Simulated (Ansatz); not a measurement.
Relaxation of a periodic cell of 35 atoms, H2C33 (surface graphene monolayer, adsorbate CH2), to a largest force component of 0.03 eV/Å in at most 60 steps.

Method: DFT PBE, scalar-relativistic, plane waves, PAW (Ansatz 0.2.0). Settings: cutoff 420 eV, k mesh 2x2x1, fermi-dirac smearing 0.02 eV, no spin polarisation.

```xyz
35
Lattice="9.8640 0.0000 0.0000 -4.9320 8.5425 0.0000 0.0000 0.0000 12.0000" Properties=species:S:1:pos:R:3
C 0.000 0.000 1.000
C 1.233 0.712 1.000
C -1.233 2.136 1.000
C 0.000 2.847 1.000
C -2.466 4.271 1.000
C -1.233 4.983 1.000
C -3.699 6.407 1.000
C -2.466 7.119 1.000
C 2.466 0.000 1.000
C 3.699 0.712 1.000
C 1.233 2.136 1.000
C 2.466 2.847 1.000
C 0.000 4.271 1.000
C 1.233 4.983 1.000
C -1.233 6.407 1.000
C 0.000 7.119 1.000
C 4.932 0.000 1.000
C 6.165 0.712 1.000
C 3.699 2.136 1.000
C 4.932 2.847 1.000
C 2.466 4.271 1.000
C 3.699 4.983 1.000
C 1.233 6.407 1.000
C 2.466 7.119 1.000
C 7.398 0.000 1.000
C 8.631 0.712 1.000
C 6.165 2.136 1.000
C 7.398 2.847 1.000
C 4.932 4.271 1.000
C 6.165 4.983 1.000
C 3.699 6.407 1.000
C 4.932 7.119 1.000
C -2.466 4.746 2.490
H 0.000 5.220 1.560
H -2.979 5.485 3.290
```

Where does it end, and by what steps?

It converged. The force dipped under the threshold on the way, but the program's further checks kept it going. Limits of this set-up: coarse k mesh, slab without dipole correction. After 15 steps the energy has fallen by 5.900 eV; H34 moved furthest, 1.54 Å.

```csv
step,energy less start (eV),largest force component (eV/Å),accepted
0,0.0000,4.409,yes
1,-1.7117,3.144,yes
2,-2.5735,1.842,yes
3,-3.1577,1.941,yes
4,-3.7525,1.697,yes
5,-4.3079,1.349,yes
6,-4.8681,1.640,yes
7,-5.4975,1.586,yes
8,-5.5476,2.047,yes
9,-5.7634,0.903,yes
10,-5.7874,0.575,yes
11,-5.8925,0.202,yes
12,-5.8972,0.137,yes
13,-5.8990,0.085,yes
14,-5.8998,0.017,yes
15,-5.8998,0.017,yes
```

```xyz
35
Lattice="9.8640 0.0000 0.0000 -4.9320 8.5425 0.0000 0.0000 0.0000 12.0000" Properties=species:S:1:pos:R:3
C -0.027 0.032 0.818
C 1.198 0.742 0.833
C -1.260 2.159 0.994
C -0.030 2.851 1.078
C -2.572 4.263 1.384
C -1.261 5.083 1.609
C -3.731 6.439 0.932
C -2.486 7.158 0.952
C 2.440 0.032 0.849
C 3.668 0.745 0.846
C 1.189 2.166 0.918
C 2.436 2.886 0.913
C 0.042 4.279 1.533
C 1.233 5.036 1.038
C -1.259 6.468 1.106
C -0.042 7.156 0.955
C 4.896 0.032 0.844
C 6.141 0.738 0.824
C 3.663 2.180 0.862
C 4.897 2.887 0.878
C 2.439 4.315 0.903
C 3.669 5.021 0.821
C 1.213 6.431 0.938
C 2.442 7.144 0.822
C 7.370 0.030 0.815
C 8.604 0.737 0.842
C 6.143 2.164 0.885
C 7.359 2.850 1.054
C 4.897 4.306 0.868
C 6.119 5.017 1.003
C 3.670 6.438 0.810
C 4.914 7.144 0.824
C -2.094 4.743 2.779
H 0.298 4.136 2.607
H -2.711 5.545 3.204
```

Time of the run: 3.6 min on 2 threads of Arm Neoverse V1, with other jobs on the host, peak memory 1.6 GiB.
